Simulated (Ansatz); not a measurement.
# Rb (Im-3m) in Ansatz: further runs

One crystal, Rb, is run at these levels: PBE, PBEsol; tasks: single point.

Program: Ansatz 0.2.0. These are calculated values, not measurements. Logs are shortened: lines on timing, memory, paths and dates and some standing lists are left out, and cuts for length are marked.

## Step 1: Starting point

It takes space group Im-3m (No. 229, cubic). The conventional cell has a = 5.605 Å, b = 5.605 Å, c = 5.605 Å, α = 90.00°, β = 90.00°, γ = 90.00°.

## Step 2: Single point, PBE

input.yaml reads:

```yaml
crystal:
  lattice:
    - [-2.8025, 2.8025, 2.8025]
    - [2.8025, -2.8025, 2.8025]
    - [2.8025, 2.8025, -2.8025]
  atoms:
    - { symbol: Rb, position: [0.0, 0.0, 0.0] }
kpoints:
  mp_grid: { grid: [4, 4, 4] }
scf:
  occupations: { method: fermi_dirac, width: 0.02 }
hamiltonian:
  xc: pbe
  pseudopotentials: { kind: all_electron, lapw: { basis_error: 0.002 } }
output:
  forces: true
  stress: true
  eigenvalues: true
```

Potentials or basis: all-electron LAPW, scalar-relativistic.

Started as:

```bash
ansatz run input.yaml --threads 1 --pin off --max-ram 3072MiB --backend cpu --events-out ev --progress --plain --runs-dir out
```

Standard output:

```text
Warning: RAYON_NUM_THREADS=1 ignored (pool sized by the plan → 1); use --threads N
LAPW: plane waves up to 3.495 Å⁻¹, error target 2.0e-3 eV per atom; small_component_spin mean_spin; Rb in spheres of 2.427 Å, 9 of its electrons in bands, Dirac shells [] (how accurate: hamiltonian.pseudopotentials.lapw.basis_error, Limitations)
Engine: ansatz 0.2.0, aarch64-unknown-linux-gnu
Pseudopotentials: kind: all_electron
Pseudopotential: Rb, LAPW, valence charge 9, lapw/all_electron/scalar/gaussian/Rb, Koelling and Harmon's equation, gaussian nucleus
Functional definition: PBE
  parameter kappa = 0.804
  parameter beta = 0.06672455060314922
  exchange = pbe_x(kappa = kappa, mu = beta*pi^2/3)
  correlation = pbe_c(beta = beta)
Crystal: 1 atoms, lattice volume = 88.043 Å³
Basis set: ecut = 46.53116976181912 eV, 55 PW (Γ), exchange–correlation at level 2
Bands: 9, of which v1, the nominal top of the filled ones, is band 5 counted from 1 (4 counted from 0)
Symmetry: 48 space group operations
Space group: Im-3m (ITA 229), of the structure as read, at distance tolerance 4.4e-5 Å
k-points: 8 of 64
Non-local potential: Rb, projectors of the file, none
Initial density: superposition of atomic densities (chi_scale 0.1, normalization cell)
Initial wavefunctions: plane waves of lowest kinetic energy (no species holds an atomic orbital)
Functional: x = pbe(κ = 0.804, μ = 0.2195149727645171), c = pbe(β = 0.06672455060314922)
iter 1 solved again at ethr=2.97e-5 eV; its pass at ethr=1.00e-1 eV (dr2=2.67e-3 eV) is discarded
SCF iter   1: F=—  HF=-81122.545257 eV  |F-HF|=—  |Δ(HF+E_count)|=         —  Δρ=1.16e-3  dr2=2.67e-3  ethr=2.97e-5  ⟨swp⟩=4.2  Hψ=609  notcnv=0
preconditioner: auto → none  [insulator: Δε(μ)=0.243 eV  Ē_g=3.471 eV  σ=0.020 eV  W_gap=0.54  n_scr=12 (ndim 8)  ℏωp=4.0 eV  f_vac=0.000  D(μ)=9.31/eV (n_scr^D=134)  ε∞_Penn≈2.3]
SCF iter   2: F=—  HF=-81122.546108 eV  |F-HF|=—  |Δ(HF+E_count)|=   8.51e-4  Δρ=5.96e-4  dr2=7.09e-4  ethr=2.97e-5  ⟨swp⟩=2.0  Hψ=245  notcnv=0
iter 3 solved again at ethr=1.86e-7 eV; its pass at ethr=7.87e-6 eV (dr2=1.68e-5 eV) is discarded
SCF iter   3: F=—  HF=-81122.546976 eV  |F-HF|=—  |Δ(HF+E_count)|=   8.68e-4  Δρ=9.13e-5  dr2=1.68e-5  ethr=1.86e-7  ⟨swp⟩=2.0  Hψ=396  notcnv=0
SCF iter   4: F=—  HF=-81122.546984 eV  |F-HF|=—  |Δ(HF+E_count)|=   8.02e-6  Δρ=1.03e-5  dr2=2.16e-7  ethr=1.86e-7  ⟨swp⟩=2.0  Hψ=244  notcnv=0
SCF iter   5: F=-81122.546984 eV  HF=-81122.546984 eV  |F-HF|=6.28e-8  |Δ(HF+E_count)|=   1.89e-7  Δρ=2.53e-6  dr2=1.28e-8  ethr=2.40e-9  ⟨swp⟩=2.5  Hψ=248  notcnv=0
SCF 1 converged in 5 iterations: F = -81122.546984 eV  dr2 = 1.28e-8
SCF converged after 5 iterations
Free energy (F): -81122.546984 eV
Harris-Foulkes:  -81122.546984 eV  (|F-HF|=6.28e-8)
Internal energy: -81122.536639 eV  (E = F + TS)
E sigma→0 (E₀):  -81122.541811 eV
Entropy (-TS):   -0.010345 eV (-10.345 meV/atom)
Fermi energy:    2.683887 eV
--- Per-component energies (eV) ---
  E_band       = -111.948608
  E_kinetic    = 83403.661633
  E_xc         = -2743.583383
  E_electrostatic = -161782.614888  (all electrons and nuclei)
  E_smearing   = -0.010345  (= −TS)
  E_closure    = 0.000000  (closes the sum)
  E_atoms      = -81121.699768  (free atoms, spherical and without spin; not in F)
  Σ components = -81122.546984   (vs F -81122.546984, Δ=0.00e0)
  Basis errors (estimates in eV, not in F): energy 5.0e-4 per atom: plane waves 4.9e-4 (2.6e-4 summed), levels above the bands 3.3e-100, relativity 2.8e-8, radial functions 9.3e-6, core shells 6.8e-7; eigenvalues (radial functions only) 1.5e-5; not estimated: angular momenta, meshes, grids; target (lapw.basis_error) 2.0e-3; muffin-tin radii Rb 2.427 Å
--- Forces (eV/Å), atoms counted from 1 ---
  atom   1  Rb    -0.00000000    -0.00000000     0.00000000
  max |Σ_I F_I| component: 6.74e-34 eV/Å
--- Stress (GPa, compression-positive) ---
        0.190715      -0.000000       0.000000
       -0.000000       0.190715      -0.000000
        0.000000      -0.000000       0.190715
  P = ⅓ Tr σ = 0.1907 GPa (1.907 kbar)
--- Band table (eV; the first three rows and the last of 8) ---
  k-point 0: bands = ["-26.1849", "-10.2241", "-10.2241", "-10.2241", "0.6823", "6.4084", "6.4084", "6.4084", "7.3637"]
  k-point 1: bands = ["-26.1824", "-10.2785", "-10.2420", "-10.2242", "1.4104", "5.1784", "5.7279", "7.0989", "7.1846"]
  k-point 2: bands = ["-26.1800", "-10.3313", "-10.2598", "-10.2242", "2.9299", "3.5017", "5.2895", "7.0220", "7.9337"]
  k-point 7: bands = ["-26.1761", "-10.3007", "-10.3007", "-10.3007", "3.9329", "3.9329", "6.0327", "6.0327", "6.0327"]
```

Run time: 0.53 s. Hardware: 1 thread of Arm Neoverse V1, shared host; peak memory 0.18 GiB.

Results:

* Free energy: -81122.5470 eV
* Pressure: 0.2 GPa
* Band gap on the k mesh: none (metal or under the smearing width)

Caveat: the k mesh is coarse (spacing up to 0.40 Å⁻¹), so the values aren't converged; the k mesh is thin for a metal, which can move the energy by tens of meV per atom.

## Step 3: Single point, PBEsol

input.yaml reads:

```yaml
crystal:
  lattice:
    - [-2.8025, 2.8025, 2.8025]
    - [2.8025, -2.8025, 2.8025]
    - [2.8025, 2.8025, -2.8025]
  atoms:
    - { symbol: Rb, position: [0.0, 0.0, 0.0] }
kpoints:
  mp_grid: { grid: [7, 7, 7] }
scf:
  occupations: { method: gaussian, width: 0.1 }
hamiltonian:
  xc: pbesol
  pseudopotentials: { kind: all_electron, lapw: { basis_error: 0.001 } }
output:
  forces: true
  stress: true
  eigenvalues: true
```

Potentials or basis: all-electron LAPW, scalar-relativistic.

Started as:

```bash
ansatz run input.yaml --threads 1 --pin off --max-ram 3072MiB --backend cpu --events-out ev --progress --plain --runs-dir out
```

Standard output:

```text
Warning: RAYON_NUM_THREADS=1 ignored (pool sized by the plan → 1); use --threads N
LAPW: plane waves up to 3.684 Å⁻¹, error target 1.0e-3 eV per atom; small_component_spin mean_spin; Rb in spheres of 2.427 Å, 9 of its electrons in bands, Dirac shells [] (how accurate: hamiltonian.pseudopotentials.lapw.basis_error, Limitations)
[... 3 set-up lines as earlier in the session ...]
Functional definition: PBEsol
  exchange = pbesol_x
  correlation = pbesol_c
Crystal: 1 atoms, lattice volume = 88.043 Å³
Basis set: ecut = 51.70489458661872 eV, 79 PW (Γ), exchange–correlation at level 2
Bands: 9, of which v1, the nominal top of the filled ones, is band 5 counted from 1 (4 counted from 0)
[... 2 set-up lines as earlier in the session ...]
k-points: 20 of 343
[... 3 set-up lines as earlier in the session ...]
Functional: x = pbesol(κ = 0.804, μ = 0.12345679012345678), c = pbesol(β = 0.046)
iter 1 solved again at ethr=2.61e-5 eV; its pass at ethr=1.00e-1 eV (dr2=2.35e-3 eV) is discarded
SCF iter   1: F=—  HF=-81072.278551 eV  |F-HF|=—  |Δ(HF+E_count)|=         —  Δρ=1.09e-3  dr2=2.34e-3  ethr=2.61e-5  ⟨swp⟩=4.2  Hψ=1516  notcnv=0
preconditioner: auto → none  [insulator: Δε(μ)=0.155 eV  Ē_g=3.603 eV  σ=0.100 eV  W_gap=0.68  n_scr=12 (ndim 8)  ℏωp=4.0 eV  f_vac=0.000  D(μ)=1.01/eV (n_scr^D=0)  ε∞_Penn≈2.2]
SCF iter   2: F=—  HF=-81072.277690 eV  |F-HF|=—  |Δ(HF+E_count)|=   8.61e-4  Δρ=5.38e-4  dr2=5.77e-4  ethr=2.61e-5  ⟨swp⟩=2.0  Hψ=612  notcnv=0
iter 3 solved again at ethr=2.10e-7 eV; its pass at ethr=6.41e-6 eV (dr2=1.89e-5 eV) is discarded
SCF iter   3: F=—  HF=-81072.278099 eV  |F-HF|=—  |Δ(HF+E_count)|=   4.09e-4  Δρ=9.72e-5  dr2=1.89e-5  ethr=2.10e-7  ⟨swp⟩=2.0  Hψ=964  notcnv=0
SCF iter   4: F=—  HF=-81072.278113 eV  |F-HF|=—  |Δ(HF+E_count)|=   1.43e-5  Δρ=1.07e-5  dr2=2.31e-7  ethr=2.10e-7  ⟨swp⟩=2.0  Hψ=612  notcnv=0
SCF iter   5: F=-81072.278113 eV  HF=-81072.278113 eV  |F-HF|=6.52e-8  |Δ(HF+E_count)|=   3.17e-7  Δρ=1.84e-6  dr2=6.92e-9  ethr=2.57e-9  ⟨swp⟩=2.5  Hψ=623  notcnv=0
SCF 1 converged in 5 iterations: F = -81072.278113 eV  dr2 = 6.92e-9
SCF converged after 5 iterations
Free energy (F): -81072.278113 eV
Harris-Foulkes:  -81072.278113 eV  (|F-HF|=6.52e-8)
Internal energy: -81072.273062 eV  (E = F + TS)
E sigma→0 (E₀):  -81072.275588 eV
Entropy (-TS):   -0.005052 eV (-5.052 meV/atom)
Fermi energy:    2.619363 eV
--- Per-component energies (eV) ---
  E_band       = -112.293304
  E_kinetic    = 83344.167956
  E_xc         = -2692.360735
  E_electrostatic = -161724.080283  (all electrons and nuclei)
  E_smearing   = -0.005052  (= −TS)
  E_closure    = 0.000000  (closes the sum)
  E_atoms      = -81071.274379  (free atoms, spherical and without spin; not in F)
  Σ components = -81072.278113   (vs F -81072.278113, Δ=0.00e0)
  Basis errors (estimates in eV, not in F): energy 2.8e-4 per atom: plane waves 2.7e-4 (1.4e-4 summed), levels above the bands 0.0e0, relativity 6.0e-9, radial functions 3.7e-6, core shells 6.8e-7; eigenvalues (radial functions only) 7.1e-6; not estimated: angular momenta, meshes, grids; target (lapw.basis_error) 1.0e-3; muffin-tin radii Rb 2.427 Å
--- Forces (eV/Å), atoms counted from 1 ---
  atom   1  Rb    -0.00000000     0.00000000     0.00000000
  max |Σ_I F_I| component: 3.72e-33 eV/Å
--- Stress (GPa, compression-positive) ---
       -0.063067       0.000000       0.000000
        0.000000      -0.063067       0.000000
        0.000000       0.000000      -0.063067
  P = ⅓ Tr σ = -0.0631 GPa (-0.631 kbar)
--- Band table (eV; the first three rows and the last of 20) ---
  k-point 0: bands = ["-26.2078", "-10.2493", "-10.2493", "-10.2493", "0.6102", "6.3415", "6.3415", "6.3415", "7.3098"]
  k-point 1: bands = ["-26.2068", "-10.2701", "-10.2561", "-10.2493", "0.8565", "5.9068", "6.0351", "6.5709", "7.0349"]
  k-point 2: bands = ["-26.2047", "-10.3162", "-10.2713", "-10.2493", "1.5466", "4.8377", "5.5502", "7.1599", "7.2364"]
  k-point 19: bands = ["-26.1993", "-10.3261", "-10.3226", "-10.3226", "3.7119", "3.9635", "5.7653", "5.8848", "5.8848"]
```

Wall time 0.85 s (1 thread of Arm Neoverse V1, shared host); peak memory 0.18 GiB.

Results:

```yaml
Free_energy: -81072.2781 eV
Pressure: -0.1 GPa
Band_gap_on_the_k_mesh: none (metal or under the smearing width)
```
